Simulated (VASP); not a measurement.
Write the native input for VASP 6.6.1 that does the following.

```yaml
Task: relaxation of the atoms
Functional: r2SCAN
Potentials_or_basis: VASP PAW PBE potentials, release 64 (Si, C)
Cutoff: 520 eV
k_mesh: 10 × 10 × 10
Occupations: gaussian, width 0.02 eV
Spin: no spin polarisation
Dipole_correction: no
Further_INCAR_settings: ALGO = Normal; EDIFF = 1e-07; IBRION = 2; EDIFFG = -0.002; NSW = 60
```

SiC:

```
Si C
1.0
    -0.00237    2.15889    2.18329
     2.15889   -0.00237    2.18329
     2.15652    2.15652    0.00000
Si C
1 1
Direct
  0.99943 0.99943 0.00057
  0.25057 0.25057 0.24943
```

The cell was built by a generator and isn't the measured one.

The cell isn't the ideal one: strained cell.

The input as run:

POSCAR

```
SiC
1.0
   -0.0023672638      2.1588897798      2.1832912200
    2.1588897798     -0.0023672638      2.1832912200
    2.1565225160      2.1565225160      0.0000000000
Si C
1 1
Direct
   -0.0005678748     -0.0005678748      0.0005678748
    0.2505678748      0.2505678748      0.2494321252
```

INCAR.step1

```
PREC = Accurate
ENCUT = 520
ISMEAR = 0
SIGMA = 0.02
LREAL = False
LASPH = True
NELM = 100
GGA = PE
ALGO = Normal
EDIFF = 1E-4
LWAVE = True
LCHARG = False
```

INCAR.step2

```
PREC = Accurate
ENCUT = 520
EDIFF = 1E-7
ISMEAR = 0
SIGMA = 0.02
LREAL = False
LASPH = True
NELM = 100
ALGO = Normal
ISIF = 2
LWAVE = False
LCHARG = False
METAGGA = R2SCAN
LMIXTAU = True
IBRION = 2
NSW = 60
EDIFFG = -0.002
ISTART = 1
```

KPOINTS

```
regular mesh
0
Gamma
  10 10 10
```

Potentials or basis: VASP PAW PBE potentials, release 64 (Si, C).

Command:

```console
$ cat potpaw_PBE.64/Si/POTCAR potpaw_PBE.64/C/POTCAR > POTCAR
$ cp INCAR.step1 INCAR
$ mpirun -np 1 vasp_std > vasp.out
$ cp INCAR.step2 INCAR
$ mpirun -np 1 vasp_std > vasp.out
```

Results of the run:

```json
{"Energy gained by relaxing": "0.1 meV/atom", "Ionic steps": "3", "Pressure after relaxing": "3.4 GPa", "Band gap on the k mesh": "1.64 eV, indirect (least direct gap 5.05 eV)"}
```

Caveat: the PAW data sets were made with another functional, which shifts forces and pressure a little.

It took 83 s on 1 thread of Intel(R) Xeon(R) 6975P-C (Granite Rapids), on a shared host, peak memory 0.15 GiB.
